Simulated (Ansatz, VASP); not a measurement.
**Fe: VASP beside Ansatz**

```
Fe
1.0
    -1.39710    1.39710    1.39710
     1.39710   -1.39710    1.39710
     1.39710    1.39710   -1.39710
Fe
1
Direct
  0.00000 0.00000 0.00000
```

Alike in both runs: task single point; functional PBE; k mesh 22 × 22 × 22; occupations gaussian, width 0.05 eV; no spin polarisation.

|  | VASP | Ansatz |
| --- | --- | --- |
| version | VASP 6.6.1 | Ansatz 0.2.0 |
| potentials or method | VASP PAW PBE potentials, release 64 (Fe) | scalar-relativistic, plane waves, PAW |
| plane-wave cutoff (eV) | 520 | 420 |
| valence electrons in the cell | 8 | 16 |

VASP gave:

```
gap on the k mesh at the Fermi level (eV) : none
pressure (GPa)                            : -10.0
```

Q: Estimate Ansatz's values.

A: gap on the k mesh at the Fermi level (eV): none; pressure (GPa): -9.7.

A gap of «none» marks a metal or a gap that the smearing closes. The functional is the same, so the differences come from potentials, cutoffs and numerics. The two sets of potentials don't hold the same shells in valence.

Caveats: the run has no spin polarisation, though such a crystal can be magnetic. Spin polarisation is off, so any magnetic state and its effect on volume and gap are missing.
